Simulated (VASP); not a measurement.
**ZnO (zincite): relaxation of cell and atoms with LDA**

Crystal: ZnO (zincite).

```
CELL_PARAMETERS angstrom
3.19394 0.00000 0.00000
-1.59697 2.76603 0.00000
0.00000 0.00000 5.16364
ATOMIC_POSITIONS crystal
Zn 0.33333 0.66667 0.50035
Zn 0.66667 0.33333 0.00035
O 0.66667 0.33333 0.37866
O 0.33333 0.66667 0.87866
```

```yaml
Program: VASP 6.6.1
Task: relaxation of cell and atoms
Functional: LDA
Potentials_or_basis: VASP PAW LDA potentials, release 64 (Zn, O)
Cutoff: 600 eV
k_mesh: 9 × 9 × 5
Occupations: gaussian, width 0.03 eV
Spin: no spin polarisation
Further_INCAR_settings: ALGO = Normal; EDIFF = 1e-07; IBRION = 2; EDIFFG = -0.005; NSW = 90; ISIF = 3
```

| Property | Result |
| --- | --- |
| Pressure after relaxing | 0.0 GPa |
| Largest force after relaxing | 0.004 eV/Å |
| Band gap on the k mesh | 0.80 eV, direct |

Forces in eV/Å, atoms in the order of the input:
```
Zn   0.000  0.000 -0.004
Zn   0.000  0.000 -0.004
O    0.000  0.000  0.004
O    0.000  0.000  0.004
```

Final structure:
```
CELL_PARAMETERS angstrom
3.19394 0.00000 0.00000
-1.59697 2.76603 0.00000
0.00000 0.00000 5.16364
ATOMIC_POSITIONS crystal
Zn 0.33333 0.66667 0.50035
Zn 0.66667 0.33333 0.00035
O 0.66667 0.33333 0.37866
O 0.33333 0.66667 0.87866
```

Levels at points of the mesh, in eV from the valence-band top:
```
           k point  band 15  band 16  band 17  band 18  band 19  band 20  band 21  band 22
(0.00, 0.00, 0.00)    -0.85    -0.10     0.00     0.00     0.80     5.27     8.18    12.94
```

Run time: 28 s on 1 thread of Intel(R) Xeon(R) Platinum 8488C (Sapphire Rapids) (shared host), peak memory 0.17 GiB.

Caveat: the relaxation stopped at its first step, so nothing moved. A hybrid or GW would open this gap; LDA tends to underestimate it.
